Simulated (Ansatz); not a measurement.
Band table of TiO2

```
CELL_PARAMETERS angstrom
0.00000 2.41500 2.41500
2.41500 0.00000 2.41500
2.41500 2.41500 0.00000
ATOMIC_POSITIONS crystal
Ti 0.00000 0.00000 0.00000
O 0.25000 0.25000 0.25000
O 0.75000 0.75000 0.75000
```

Atoms are numbered in the order listed.

The structure comes from a relaxation in the same program, started in the fluorite type, and has space group Fm-3m. Whether it is a known phase or the ground state wasn't checked.

Level of theory: DFT, PBE, all-electron LAPW, scalar-relativistic in Ansatz 0.2.0.

Numerical set-up: a Γ-centred 11×11×11 k mesh, Fermi–Dirac smearing of 0.05 eV, basis error target 1 meV/atom, no spin polarisation.

Path points, in fractions of the reciprocal vectors: Γ (0.000, 0.000, 0.000), X (0.500, 0.000, 0.500), U (0.625, 0.250, 0.625), K (0.375, 0.375, 0.750), L (0.500, 0.500, 0.500), W (0.500, 0.250, 0.750). Levels in eV from the valence-band top; bands 11 to 20, counted from the lowest band of the run. The gap is 1.12 eV, indirect from X (0.5, 0, 0.5) to Γ.

```
# k(1/Å) point b11 b12 b13 b14 b15 b16 b17 b18 b19 b20
0.000 Γ -19.56 -15.86 -5.87 -5.87 -5.87 -0.85 -0.85 -0.85 1.12 1.12
0.093 - -19.54 -15.89 -5.86 -5.86 -5.81 -1.01 -0.85 -0.85 1.13 1.20
0.186 - -19.48 -15.96 -5.83 -5.83 -5.64 -1.41 -0.85 -0.85 1.15 1.36
0.279 - -19.39 -16.07 -5.78 -5.78 -5.36 -1.95 -0.86 -0.86 1.19 1.54
0.372 - -19.25 -16.20 -5.72 -5.72 -4.99 -2.56 -0.87 -0.87 1.24 1.70
0.465 - -19.09 -16.36 -5.63 -5.63 -4.53 -3.21 -0.91 -0.91 1.30 1.81
0.558 - -18.90 -16.53 -5.52 -5.52 -4.02 -3.86 -0.98 -0.98 1.37 1.89
0.650 - -18.70 -16.69 -5.40 -5.40 -4.49 -3.45 -1.07 -1.07 1.45 1.94
0.743 - -18.49 -16.85 -5.26 -5.26 -5.09 -2.85 -1.21 -1.21 1.52 1.95
0.836 - -18.28 -17.00 -5.63 -5.10 -5.10 -2.23 -1.37 -1.37 1.60 1.93
0.929 - -18.08 -17.12 -6.10 -4.94 -4.94 -1.61 -1.56 -1.56 1.66 1.90
1.022 - -17.91 -17.22 -6.49 -4.79 -4.79 -1.74 -1.74 -1.03 1.72 1.87
1.115 - -17.77 -17.29 -6.78 -4.66 -4.66 -1.90 -1.90 -0.52 1.76 1.84
1.208 - -17.69 -17.34 -6.96 -4.56 -4.56 -2.01 -2.01 -0.14 1.79 1.81
1.301 X -17.66 -17.35 -7.02 -4.53 -4.53 -2.05 -2.05 0.00 1.80 1.81
1.334 - -17.66 -17.35 -7.02 -4.53 -4.53 -2.06 -2.05 0.00 1.80 1.81
1.367 - -17.66 -17.35 -7.01 -4.54 -4.53 -2.07 -2.05 -0.01 1.80 1.81
1.399 - -17.65 -17.36 -6.99 -4.55 -4.52 -2.09 -2.04 -0.01 1.81 1.82
1.432 - -17.65 -17.36 -6.97 -4.57 -4.51 -2.11 -2.04 -0.02 1.81 1.83
1.465 - -17.65 -17.37 -6.94 -4.59 -4.50 -2.15 -2.03 -0.04 1.82 1.84
1.498 - -17.64 -17.37 -6.91 -4.61 -4.49 -2.19 -2.02 -0.06 1.83 1.86
1.531 - -17.64 -17.38 -6.87 -4.63 -4.47 -2.24 -2.01 -0.08 1.84 1.87
1.564 - -17.63 -17.39 -6.83 -4.65 -4.46 -2.29 -1.99 -0.11 1.85 1.87
1.597 - -17.62 -17.40 -6.78 -4.68 -4.44 -2.36 -1.98 -0.15 1.86 1.88
1.629 - -17.61 -17.42 -6.73 -4.70 -4.41 -2.42 -1.96 -0.19 1.87 1.88
1.662 - -17.60 -17.43 -6.67 -4.72 -4.39 -2.50 -1.94 -0.24 1.87 1.88
1.695 - -17.59 -17.45 -6.62 -4.74 -4.36 -2.58 -1.92 -0.30 1.86 1.90
1.728 - -17.58 -17.47 -6.55 -4.75 -4.33 -2.66 -1.90 -0.36 1.85 1.92
1.761 U -17.56 -17.50 -6.49 -4.76 -4.30 -2.75 -1.88 -0.44 1.83 1.93
1.818 - -17.56 -17.51 -6.45 -4.81 -4.23 -2.80 -1.87 -0.48 1.82 1.94
1.875 - -17.56 -17.51 -6.39 -4.93 -4.12 -2.85 -1.86 -0.52 1.81 1.96
1.931 - -17.57 -17.51 -6.31 -5.07 -3.98 -2.92 -1.85 -0.57 1.81 1.98
1.988 - -17.58 -17.50 -6.22 -5.23 -3.84 -2.99 -1.84 -0.61 1.82 2.00
2.045 - -17.59 -17.49 -6.12 -5.38 -3.71 -3.07 -1.83 -0.64 1.82 2.01
2.102 - -17.59 -17.49 -6.02 -5.50 -3.60 -3.15 -1.82 -0.66 1.82 2.02
2.159 - -17.59 -17.49 -5.98 -5.55 -3.56 -3.18 -1.82 -0.67 1.82 2.03
2.216 - -17.59 -17.49 -6.02 -5.50 -3.60 -3.15 -1.82 -0.66 1.82 2.02
2.273 - -17.59 -17.49 -6.12 -5.38 -3.71 -3.07 -1.83 -0.64 1.82 2.01
2.330 - -17.58 -17.50 -6.22 -5.23 -3.84 -2.99 -1.84 -0.61 1.82 2.00
2.387 - -17.57 -17.51 -6.31 -5.07 -3.98 -2.92 -1.85 -0.57 1.81 1.98
2.444 - -17.56 -17.51 -6.39 -4.93 -4.12 -2.85 -1.86 -0.52 1.81 1.96
2.501 - -17.56 -17.51 -6.45 -4.81 -4.23 -2.80 -1.87 -0.48 1.82 1.94
2.557 K -17.56 -17.50 -6.49 -4.76 -4.30 -2.75 -1.88 -0.44 1.83 1.93
2.656 - -17.59 -17.50 -6.30 -4.74 -4.18 -3.03 -1.81 -0.70 1.75 1.98
2.755 - -17.71 -17.43 -6.12 -4.63 -4.03 -3.34 -1.78 -1.00 1.65 2.04
2.853 - -17.86 -17.34 -5.97 -4.44 -3.86 -3.66 -1.89 -1.20 1.56 2.09
2.952 - -18.03 -17.23 -5.86 -4.17 -3.98 -3.65 -2.24 -1.22 1.48 2.13
3.050 - -18.22 -17.09 -5.77 -4.30 -3.85 -3.41 -2.70 -1.15 1.44 2.15
3.149 - -18.43 -16.94 -5.70 -4.60 -3.49 -3.20 -3.15 -1.06 1.42 2.14
3.247 - -18.64 -16.77 -5.67 -4.88 -3.70 -3.11 -2.85 -0.98 1.42 2.10
3.346 - -18.85 -16.59 -5.67 -5.13 -4.19 -2.71 -2.53 -0.92 1.42 2.03
3.444 - -19.05 -16.41 -5.70 -5.35 -4.65 -2.30 -2.18 -0.88 1.40 1.91
3.543 - -19.22 -16.24 -5.74 -5.53 -5.06 -1.89 -1.83 -0.86 1.36 1.75
3.642 - -19.37 -16.09 -5.79 -5.68 -5.40 -1.51 -1.49 -0.85 1.29 1.55
3.740 - -19.47 -15.97 -5.83 -5.78 -5.65 -1.17 -1.17 -0.85 1.22 1.35
3.839 - -19.54 -15.89 -5.86 -5.85 -5.81 -0.94 -0.94 -0.85 1.15 1.19
3.937 Γ -19.56 -15.86 -5.87 -5.87 -5.87 -0.85 -0.85 -0.85 1.12 1.12
4.018 - -19.55 -15.88 -5.86 -5.86 -5.84 -0.89 -0.89 -0.89 1.15 1.15
4.098 - -19.50 -15.93 -5.82 -5.82 -5.73 -1.00 -1.00 -1.00 1.24 1.24
4.179 - -19.43 -16.02 -5.77 -5.77 -5.57 -1.17 -1.16 -1.16 1.36 1.36
4.259 - -19.33 -16.13 -5.69 -5.69 -5.36 -1.38 -1.35 -1.35 1.48 1.48
4.340 - -19.21 -16.26 -5.59 -5.59 -5.11 -1.63 -1.54 -1.54 1.58 1.58
4.420 - -19.07 -16.40 -5.49 -5.49 -4.84 -1.88 -1.73 -1.73 1.66 1.66
4.500 - -18.92 -16.55 -5.37 -5.37 -4.55 -2.14 -1.90 -1.90 1.70 1.70
4.581 - -18.76 -16.70 -5.25 -5.25 -4.27 -2.39 -2.06 -2.06 1.71 1.71
4.661 - -18.59 -16.84 -5.13 -5.13 -4.00 -2.62 -2.20 -2.20 1.68 1.68
4.742 - -18.43 -16.98 -5.02 -5.02 -3.77 -2.83 -2.30 -2.30 1.62 1.62
4.822 - -18.28 -17.11 -4.93 -4.93 -3.58 -3.00 -2.39 -2.39 1.56 1.56
4.903 - -18.15 -17.23 -4.86 -4.86 -3.44 -3.12 -2.45 -2.45 1.51 1.51
4.983 - -18.06 -17.31 -4.82 -4.82 -3.35 -3.20 -2.48 -2.48 1.47 1.47
5.064 L -18.02 -17.34 -4.80 -4.80 -3.31 -3.24 -2.49 -2.49 1.46 1.46
5.129 - -18.01 -17.34 -4.85 -4.79 -3.31 -3.25 -2.50 -2.43 1.46 1.47
5.195 - -18.00 -17.35 -4.95 -4.77 -3.49 -3.10 -2.53 -2.30 1.49 1.50
5.261 - -17.97 -17.36 -5.10 -4.74 -3.69 -2.89 -2.55 -2.16 1.53 1.54
5.327 - -17.93 -17.37 -5.25 -4.71 -3.89 -2.74 -2.49 -2.03 1.58 1.59
5.392 - -17.88 -17.39 -5.40 -4.73 -4.03 -2.77 -2.24 -1.92 1.65 1.65
5.458 - -17.83 -17.41 -5.54 -4.83 -4.06 -2.84 -1.95 -1.85 1.70 1.72
5.524 - -17.77 -17.43 -5.67 -4.98 -4.00 -2.92 -1.80 -1.64 1.75 1.79
5.589 - -17.72 -17.45 -5.78 -5.16 -3.90 -3.01 -1.77 -1.34 1.78 1.86
5.655 - -17.66 -17.47 -5.87 -5.33 -3.77 -3.08 -1.78 -1.05 1.80 1.93
5.721 - -17.61 -17.48 -5.95 -5.49 -3.63 -3.15 -1.80 -0.78 1.82 2.00
5.787 - -17.57 -17.50 -6.00 -5.61 -3.50 -3.20 -1.84 -0.56 1.82 2.06
5.852 - -17.54 -17.51 -6.04 -5.70 -3.38 -3.25 -1.88 -0.38 1.83 2.11
5.918 - -17.52 -17.51 -6.07 -5.76 -3.31 -3.27 -1.92 -0.27 1.83 2.15
5.984 W -17.52 -17.52 -6.08 -5.78 -3.28 -3.28 -1.93 -0.23 1.83 2.16
6.030 - -17.53 -17.50 -6.13 -5.73 -3.42 -3.14 -1.93 -0.23 1.83 2.16
6.077 - -17.55 -17.48 -6.23 -5.62 -3.56 -3.00 -1.94 -0.22 1.83 2.14
6.123 - -17.56 -17.46 -6.34 -5.49 -3.69 -2.87 -1.94 -0.21 1.83 2.12
6.169 - -17.58 -17.45 -6.44 -5.36 -3.82 -2.74 -1.95 -0.19 1.83 2.10
6.216 - -17.59 -17.43 -6.55 -5.23 -3.95 -2.62 -1.97 -0.17 1.82 2.06
6.262 - -17.61 -17.42 -6.64 -5.10 -4.06 -2.50 -1.98 -0.14 1.82 2.03
6.309 - -17.62 -17.40 -6.73 -4.98 -4.17 -2.40 -1.99 -0.12 1.82 1.99
6.355 - -17.63 -17.39 -6.80 -4.87 -4.26 -2.31 -2.01 -0.09 1.81 1.95
6.402 - -17.64 -17.38 -6.87 -4.77 -4.34 -2.23 -2.02 -0.06 1.81 1.91
6.448 - -17.64 -17.37 -6.92 -4.69 -4.41 -2.17 -2.03 -0.04 1.81 1.87
6.495 - -17.65 -17.36 -6.96 -4.62 -4.46 -2.12 -2.04 -0.02 1.80 1.85
6.541 - -17.65 -17.36 -7.00 -4.57 -4.50 -2.08 -2.05 -0.01 1.80 1.82
6.588 - -17.66 -17.35 -7.01 -4.54 -4.52 -2.06 -2.05 0.00 1.80 1.81
6.634 X -17.66 -17.35 -7.02 -4.53 -4.53 -2.05 -2.05 0.00 1.80 1.81
```
